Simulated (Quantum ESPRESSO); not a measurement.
# CoSi2 (I4/mmm) in Quantum ESPRESSO: single point with LDA

Aim: the single point of CoSi2 with LDA.

Program: Quantum ESPRESSO 7.5. These are calculated values, not measurements. Logs are shortened: lines on timing, memory, paths and dates and some standing lists are left out, and cuts for length are marked.

## 1. The crystal as given

It takes space group I4/mmm (No. 139, tetragonal). Conventional cell: a = 3.804 Å, b = 3.804 Å, c = 5.274 Å, α = 90.00°, β = 90.00°, γ = 90.00°. Co (site symmetry 4/mmm) has 8 Si at 2.31 Å as nearest neighbours. Si (site symmetry -4m2) is surrounded by 4 Co at 2.31 Å and 2 Si at 2.64 Å.

The cell was built by a generator and needn't be a form met in nature.

## 2. Single point, LDA

Input file pw.in:

```
&CONTROL
  calculation = 'scf'
  prefix = 'pwscf'
  outdir = './tmp'
  pseudo_dir = './pseudo'
  tprnfor = .true.
  tstress = .true.
  disk_io = 'nowf'
/
&SYSTEM
  ibrav = 0
  nat = 3
  ntyp = 2
  ecutwfc = 56
  ecutrho = 448
  nbnd = 19
  occupations = 'smearing'
  smearing = 'mp'
  degauss = 0.00734986
/
&ELECTRONS
  conv_thr = 6d-10
  electron_maxstep = 120
  mixing_beta = 0.5
/
ATOMIC_SPECIES
Co    58.9332 co_lda_v1.2.uspp.F.UPF
Si    28.0850 si_lda_v1.uspp.F.UPF
CELL_PARAMETERS angstrom
   0.0000000000    2.6898232250    2.6369779750
   2.6898232250    0.0000000000    2.6369779750
   2.6898232250    2.6898232250    0.0000000000
ATOMIC_POSITIONS crystal
Co     0.0000000000    0.0000000000    0.0000000000
Si     0.2500000000    0.2500000000    0.2500000000
Si     0.7500000000    0.7500000000    0.7500000000
K_POINTS automatic
16 16 16 0 0 0
```

Potentials or basis: GBRV 1.5 LDA.

Launch:

```bash
> OMP_NUM_THREADS=1 pw.x -in pw.in > pw.out
```

pw.out:

```text
This program is part of the open-source Quantum ESPRESSO suite
     for quantum simulation of materials; please cite
[... 9 lines left out ...]
     --------------------
     sticks:   dense  smooth     PW     G-vecs:    dense   smooth      PW
     Sum        1565     785    249                41229    14559    2541

     Using Slab Decomposition

     bravais-lattice index     =            0
     lattice parameter (alat)  =       7.1182  a.u.
     unit-cell volume          =     257.5020 (a.u.)^3
     number of atoms/cell      =            3
     number of atomic types    =            2
     number of electrons       =        25.00
     number of Kohn-Sham states=           19
     kinetic-energy cutoff     =      56.0000  Ry
     charge density cutoff     =     448.0000  Ry
     scf convergence threshold =      6.0E-10
     mixing beta               =       0.5000
     number of iterations used =            8  plain     mixing
     Exchange-correlation= SLA  PZ   NOGX NOGC
                           (   1   1   0   0   0   0   0)

     celldm(1)=   7.118225  celldm(2)=   0.000000  celldm(3)=   0.000000
     celldm(4)=   0.000000  celldm(5)=   0.000000  celldm(6)=   0.000000

     crystal axes: (cart. coord. in units of alat)
               a(1) = (   0.000000   0.714087   0.700057 )
               a(2) = (   0.714087   0.000000   0.700057 )
               a(3) = (   0.714087   0.714087   0.000000 )

     reciprocal axes: (cart. coord. in units 2 pi/alat)
               b(1) = ( -0.700195  0.700195  0.714227 )
               b(2) = (  0.700195 -0.700195  0.714227 )
               b(3) = (  0.700195  0.700195 -0.714227 )

     PseudoPot. # 1 for Co read from file:
     co_lda_v1.2.uspp.F.UPF
     Pseudo is Ultrasoft + core correction, Zval = 17.0
     Generated by new atomic code, or converted to UPF format
     Using radial grid of  863 points,  6 beta functions with:
                l(1) =   0
                l(2) =   0
                l(3) =   1
                l(4) =   1
                l(5) =   2
                l(6) =   2
     Q(r) pseudized with  8 coefficients,  rinner =    1.200   1.200   1.200
                                                       1.200   1.200

     PseudoPot. # 2 for Si read from file:
     si_lda_v1.uspp.F.UPF
     Pseudo is Ultrasoft + core correction, Zval =  4.0
     Generated by new atomic code, or converted to UPF format
     Using radial grid of  899 points,  6 beta functions with:
                l(1) =   0
                l(2) =   0
                l(3) =   1
                l(4) =   1
                l(5) =   2
                l(6) =   2
     Q(r) pseudized with  8 coefficients,  rinner =    0.900   0.900   0.900
                                                       0.900   0.900

     atomic species   valence    mass     pseudopotential
     Co               17.00    58.93320     Co( 1.00)
     Si                4.00    28.08500     Si( 1.00)

     16 Sym. Ops., with inversion, found

   Cartesian axes

     site n.     atom                  positions (alat units)
         1        Co     tau(   1) = (   0.0000000   0.0000000   0.0000000  )
         2        Si     tau(   2) = (   0.3570433   0.3570433   0.3500287  )
         3        Si     tau(   3) = (   1.0711299   1.0711299   1.0500861  )

     number of k points=   349  Methfessel-Paxton smearing, width (Ry)=  0.0073

     Number of k-points >= 100: set verbosity='high' to print them.

     Dense  grid:    41229 G-vectors     FFT dimensions: (  48,  48,  50)

     Smooth grid:    14559 G-vectors     FFT dimensions: (  36,  36,  36)

     Check: negative core charge=   -0.000010

     Initial potential from superposition of free atoms

     starting charge      23.9988, renormalised to      25.0000
     Starting wfcs are   21 randomized atomic wfcs

     Self-consistent Calculation

     iteration #  1     ecut=    56.00 Ry     beta= 0.50
     Davidson diagonalization with overlap
     ethr =  1.00E-02,  avg # of iterations =  4.3

     total energy              =    -308.41147438 Ry
     estimated scf accuracy    <      15.43659658 Ry

     iteration #  2     ecut=    56.00 Ry     beta= 0.50
     Davidson diagonalization with overlap
     ethr =  1.00E-02,  avg # of iterations =  3.0

     total energy              =    -316.95072417 Ry
     estimated scf accuracy    <      32.71805339 Ry

     iteration #  3     ecut=    56.00 Ry     beta= 0.50
     Davidson diagonalization with overlap
     ethr =  1.00E-02,  avg # of iterations =  2.0

     total energy              =    -317.72436817 Ry
     estimated scf accuracy    <       6.54572941 Ry

     iteration #  4     ecut=    56.00 Ry     beta= 0.50
     Davidson diagonalization with overlap
     ethr =  1.00E-02,  avg # of iterations =  1.2

     total energy              =    -317.94250278 Ry
     estimated scf accuracy    <       1.62244655 Ry

     iteration #  5     ecut=    56.00 Ry     beta= 0.50
     Davidson diagonalization with overlap
     ethr =  6.49E-03,  avg # of iterations =  1.0

     total energy              =    -317.48562267 Ry
     estimated scf accuracy    <       1.17699617 Ry

     iteration #  6     ecut=    56.00 Ry     beta= 0.50
     Davidson diagonalization with overlap
     ethr =  4.71E-03,  avg # of iterations =  1.5

     total energy              =    -317.77979548 Ry
     estimated scf accuracy    <       0.55223779 Ry

     iteration #  7     ecut=    56.00 Ry     beta= 0.50
     Davidson diagonalization with overlap
     ethr =  2.21E-03,  avg # of iterations =  1.0

     total energy              =    -317.75011475 Ry
     estimated scf accuracy    <       0.46702944 Ry

     iteration #  8     ecut=    56.00 Ry     beta= 0.50
     Davidson diagonalization with overlap
     ethr =  1.87E-03,  avg # of iterations =  1.0

     total energy              =    -317.73156481 Ry
     estimated scf accuracy    <       0.20344852 Ry

     iteration #  9     ecut=    56.00 Ry     beta= 0.50
     Davidson diagonalization with overlap
     ethr =  8.14E-04,  avg # of iterations =  1.1

     total energy              =    -317.73084348 Ry
     estimated scf accuracy    <       0.03147918 Ry

     iteration # 10     ecut=    56.00 Ry     beta= 0.50
     Davidson diagonalization with overlap
     ethr =  1.26E-04,  avg # of iterations =  1.6

     total energy              =    -317.73527866 Ry
     estimated scf accuracy    <       0.00219297 Ry

     iteration # 11     ecut=    56.00 Ry     beta= 0.50
     Davidson diagonalization with overlap
     ethr =  8.77E-06,  avg # of iterations =  3.0

     total energy              =    -317.73525643 Ry
     estimated scf accuracy    <       0.00177650 Ry

     iteration # 12     ecut=    56.00 Ry     beta= 0.50
     Davidson diagonalization with overlap
     ethr =  7.11E-06,  avg # of iterations =  1.0

     total energy              =    -317.73502491 Ry
     estimated scf accuracy    <       0.00125461 Ry

     iteration # 13     ecut=    56.00 Ry     beta= 0.50
     Davidson diagonalization with overlap
     ethr =  5.02E-06,  avg # of iterations =  1.1

     total energy              =    -317.73513893 Ry
     estimated scf accuracy    <       0.00000229 Ry

     iteration # 14     ecut=    56.00 Ry     beta= 0.50
     Davidson diagonalization with overlap
     ethr =  9.17E-09,  avg # of iterations =  4.3

     total energy              =    -317.73514151 Ry
     estimated scf accuracy    <       0.00000392 Ry

     iteration # 15     ecut=    56.00 Ry     beta= 0.50
     Davidson diagonalization with overlap
     ethr =  9.17E-09,  avg # of iterations =  2.0

     total energy              =    -317.73514164 Ry
     estimated scf accuracy    <       0.00000036 Ry

     iteration # 16     ecut=    56.00 Ry     beta= 0.50
     Davidson diagonalization with overlap
     ethr =  1.44E-09,  avg # of iterations =  2.0

     total energy              =    -317.73514169 Ry
     estimated scf accuracy    <       0.00000004 Ry

     iteration # 17     ecut=    56.00 Ry     beta= 0.50
     Davidson diagonalization with overlap
     ethr =  1.46E-10,  avg # of iterations =  1.8

     total energy              =    -317.73514170 Ry
     estimated scf accuracy    <          5.6E-09 Ry

     iteration # 18     ecut=    56.00 Ry     beta= 0.50
     Davidson diagonalization with overlap
     ethr =  2.23E-11,  avg # of iterations =  2.0

     End of self-consistent calculation

     Number of k-points >= 100: set verbosity='high' to print the bands.

     the Fermi energy is    12.6091 ev

!    total energy              =    -317.73514170 Ry
     estimated scf accuracy    <          1.1E-10 Ry
     smearing contrib. (-TS)   =       0.00001103 Ry
     internal energy E=F+TS    =    -317.73515273 Ry

     The total energy is F=E-TS. E is the sum of the following terms:
     one-electron contribution =    -237.50419347 Ry
     hartree contribution      =     131.75798016 Ry
     xc contribution           =     -41.20023427 Ry
     ewald contribution        =    -170.78870514 Ry

     convergence has been achieved in  18 iterations

     Forces acting on atoms (cartesian axes, Ry/au):

     atom    1 type  1   force =     0.00000000    0.00000000    0.00000000
     atom    2 type  2   force =     0.00000000    0.00000000    0.00000000
     atom    3 type  2   force =     0.00000000    0.00000000    0.00000000

     Total force =     0.000000     Total SCF correction =     0.000000

     Computing stress (Cartesian axis) and pressure

          total   stress  (Ry/bohr**3)                   (kbar)     P=      -74.12
  -0.00054843  -0.00000000  -0.00000000          -80.68       -0.00       -0.00
  -0.00000000  -0.00054843  -0.00000000           -0.00      -80.68       -0.00
  -0.00000000   0.00000000  -0.00041467           -0.00        0.00      -61.00

=------------------------------------------------------------------------------=
   JOB DONE.
=------------------------------------------------------------------------------=
```

It took 4.4 min on 1 thread of AMD EPYC 7R43 (Zen 3), shared host; peak memory 0.36 GiB.

What came out:

- Free energy: -4323.0068 eV
- Pressure: -7.4 GPa
- Band gap on the k mesh: none (metal or under the smearing width)

Spin polarisation is off, so any magnetic state and its effect on volume and gap are missing.
